Q: I am looking at the zone-centre vibrations calculated for wurtzite GaN.

Harmonic phonon frequencies of wurtzite GaN at the zone centre (q row 1), calculated with ABINIT 10.8.3 using the PBEsol functional, JTH PAW v2.0 datasets, a 544 eV plane-wave cutoff and a 6×6×4 k mesh. The cell was relaxed at zero pressure with the same settings. The frequencies are for zero macroscopic electric field, with the acoustic sum rule imposed.

```
row  phonon q row (row)  phonon frequency (cm⁻¹)
  1                   1                      0.0
  2                   1                      0.0
  3                   1                      0.0
  4                   1                    134.3
  5                   1                    134.3
  6                   1                    327.3
  7                   1                    522.6
  8                   1                    545.3
  9                   1                    545.3
 10                   1                    550.6
 11                   1                    550.6
 12                   1                    671.5
```

The top line, at 671.5 cm⁻¹, stands about 120 cm⁻¹ above everything else. The single line at 522.6 cm⁻¹ is the polar mode along the c axis, A1(TO). Is the top line its longitudinal partner, A1(LO)?

A: It is tempting, but the count forbids it. Four atoms have twelve modes, and by symmetry only one of the nine optical ones is an A1 mode. TO and LO are that one vibration under two electrical conditions: with the macroscopic field held at zero, or with the field that the vibration itself creates. They can't both stand in one list. By the standard assignment for wurtzite, which I rely on here, the lines at 327.3 and 671.5 cm⁻¹ are the two B1 modes, silent in both infrared and Raman spectra.

Q: Then where would the longitudinal mode be?

A: The Lyddane-Sachs-Teller relation gives it from the static and high-frequency dielectric constants along c, ε₀ and ε∞, which the same calculation puts at 10.94 and 5.85:

ω(LO) = ω(TO) √(ε₀/ε∞) ≈ 715 cm⁻¹

This value is less certain than the listed frequencies: the k mesh is coarse for a response to a field, and functionals like PBEsol tend to make ε∞ too large. If ε∞ were 10 % smaller and the ionic part unchanged, LO would move up to 733 cm⁻¹, further from the top line. The mesh error, though, can go either way: the Born charges of this run miss neutrality by more than a tenth of an electron, and a larger ε∞ would pull LO down. The mode count doesn't depend on this number.

Q: Does that difference matter for a transistor?

A: Yes. Hot electrons in a GaN channel lose energy mainly to the longitudinal polar modes, through their macroscopic field. On these computed numbers their quantum is about 89 meV along c, and nearly the same across c, where most such channels run. It is not the 83 meV of the top line. The B1 mode has no net polarisation and so no such field.

Q: If the top line isn't polar, why is it so high? Nitrogen is light and the bonds are stiff. Isn't that enough?

A: Let us test it. Treat the crystal as Ga and N planes alternating along c, with springs only between neighbouring planes. Each plane feels a total stiffness K, whatever the pattern of motion. For each pattern there are two frequencies, and their squares add up to the same sum:

ω₁² + ω₂² = K/m(Ga) + K/m(N)

When both halves of the cell move alike, one of the two is a rigid shift with zero frequency, and the other is the polar mode. When the halves move oppositely, the two are the B1 modes. So the B1 squares should add up to the square of the polar mode:

327.3² + 671.5² ≈ 558 000 = 747²

If K is taken from A1(TO), neither B1 mode can exceed 522.6 cm⁻¹. The top line breaks that cap, and the sum of squares is twice what it should be. Light atoms on these springs are not enough.

Q: And if you take the stiffness from the longitudinal mode?

A: Then the sum is only 9 % too large, and the top line lies below its cap. Electrostatics gives the reason. The field of a charged sheet doesn't depend on distance, so a plane that shifts along c leaves the force on distant planes unchanged. What remains is short-ranged, as the spring model demands, provided that the vibration keeps its own field. A1(TO) is the exception: holding the macroscopic field at zero takes away part of the restoring force. In a B1 mode the two halves polarise in opposite directions, so the average field is zero anyway, while each half keeps the local field that pushes its ions back.

Q: That is a neat argument, but can the list test it?

A: It offers a control. When planes slide sideways, no charge builds up between them, and the ordinary transverse mode should obey the sum. The doublets do this: the E2 squares exceed the E1(TO) square by only 4 or 8 %, depending on which of the close pair at 545.3 and 550.6 cm⁻¹ is E1. Strong extra springs between like planes could also lift the B1 modes. Springs along the lines between like atoms are expected to favour c, but only by a few times; to double the sum, they would have to act over ten times more strongly along c than sideways. The numbers favour the field; the mechanism itself rests on electrostatics.

Q: Can I estimate such a mode without a full calculation?

A: Start from LO, not TO, and assume equal springs. The upper B1 mode is then nitrogen moving against resting gallium. With rough masses of 70 and 14:

ω(upper B1) ≈ 715 × √(70/84) ≈ 650 cm⁻¹

That is 3 % below the computed line, which didn't enter the estimate. The lower mode, gallium moving alone, comes out at 292 cm⁻¹, 11 % too low. Unequal springs would only lower it further, and the two B1 lines lie too close together for this chain whatever its stiffness, so like planes must also push on each other somewhat. Don't carry the equal springs over to sideways motion: they would put the lowest doublet near 223 cm⁻¹, far above the computed 134.3. There, the springs on the two sides of a plane must be very unequal. The light atom does matter, then: with equal springs, the masses alone set the two B1 modes apart, while the local field adds stiffness that lifts them both.
